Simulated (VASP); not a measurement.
## Te: relaxation of cell and atoms with PBE+TS-HI

Crystal: Te.

```
CELL_PARAMETERS angstrom
2.30590 1.33131 1.69095
-2.30590 1.33131 1.69095
0.00000 -2.66263 1.69095
ATOMIC_POSITIONS crystal
Te 0.50000 0.50000 0.50000
```

This isn't the form of Te at room conditions, which is trigonal, of chains.

```yaml
Program: VASP 6.6.1
Task: relaxation of cell and atoms
Functional: PBE
Dispersion: TS-HI
Potentials_or_basis: VASP PAW PBE potentials, release 64 (Te)
Cutoff: 600 eV
k_mesh: 9 × 9 × 9
Occupations: fermi-dirac, width 0.05 eV
Spin: no spin polarisation
Further_INCAR_settings: ALGO = Normal; EDIFF = 1e-06; IBRION = 2; EDIFFG = -0.01; NSW = 40; ISIF = 3
```

```json
{
 "Relaxed volume": "32.12 Å³/atom",
 "Relaxed cell": "a = 3.179 Å, b = 3.179 Å, c = 3.179 Å, α = 91.01°, β = 91.01°, γ = 91.01°",
 "Space group after relaxing (to 0.05 Å)": "R-3m (No. 166)",
 "Energy gained by relaxing": "9.6 meV/atom",
 "Ionic steps": "13",
 "Pressure after relaxing": "0.0 GPa",
 "Band gap on the k mesh": "none (metal or under the smearing width)",
 "Dispersion energy per atom": "-0.240 eV"
}
```

The path:
| step | energy change (eV) | largest force (eV/Å) | pressure (GPa) | volume (Å³) |
| --- | --- | --- | --- | --- |
| 1 | 0.0000 | 0.0000 | 1.50 | 31.15 |
| 2 | -0.0035 | 0.0000 | -0.86 | 32.48 |
| 3 | -0.0044 | 0.0000 | -0.17 | 32.05 |
| 4 | -0.0044 | 0.0000 | -0.10 | 32.01 |
| 5 | -0.0055 | 0.0000 | -0.12 | 32.05 |
| 6 | -0.0083 | 0.0000 | -0.18 | 32.17 |
| 7 | -0.0093 | 0.0000 | -0.35 | 32.34 |
| 8 | -0.0094 | 0.0000 | -0.32 | 32.31 |
| 9 | -0.0094 | 0.0000 | -0.25 | 32.25 |
| 10 | -0.0095 | 0.0000 | -0.29 | 32.29 |
| 11 | -0.0083 | 0.0000 | 0.79 | 31.69 |
| 12 | -0.0096 | 0.0000 | -0.07 | 32.16 |
| 13 | -0.0096 | 0.0000 | 0.00 | 32.12 |

Final structure:
```cif
data_structure
_symmetry_space_group_name_H-M 'P 1'
_symmetry_Int_Tables_number 1
_cell_length_a 3.1793
_cell_length_b 3.1793
_cell_length_c 3.1793
_cell_angle_alpha 91.010
_cell_angle_beta 91.010
_cell_angle_gamma 91.010
_cell_volume 32.12
loop_
_atom_site_label
_atom_site_type_symbol
_atom_site_fract_x
_atom_site_fract_y
_atom_site_fract_z
_atom_site_occupancy
Te1 Te 0.50000 0.50000 0.50000 1
```

Levels at points of the mesh, in eV from the Fermi level:
| k point | band 1 | band 2 | band 3 | band 4 | band 5 | band 6 |
| --- | --- | --- | --- | --- | --- | --- |
| (0.00, 0.00, 0.00) | -13.76 | 1.11 | 1.23 | 1.23 | 6.01 | 6.01 |

Wall time 3.8 min on 1 thread of Intel(R) Xeon(R) Platinum 8375C CPU @ 2.90GHz (Ice Lake) (shared host), peak memory 0.18 GiB.

Caveat: pairwise dispersion overbinds metals, which lowers pressure and volume. The run has no spin-orbit coupling, so splittings on Te are missing.
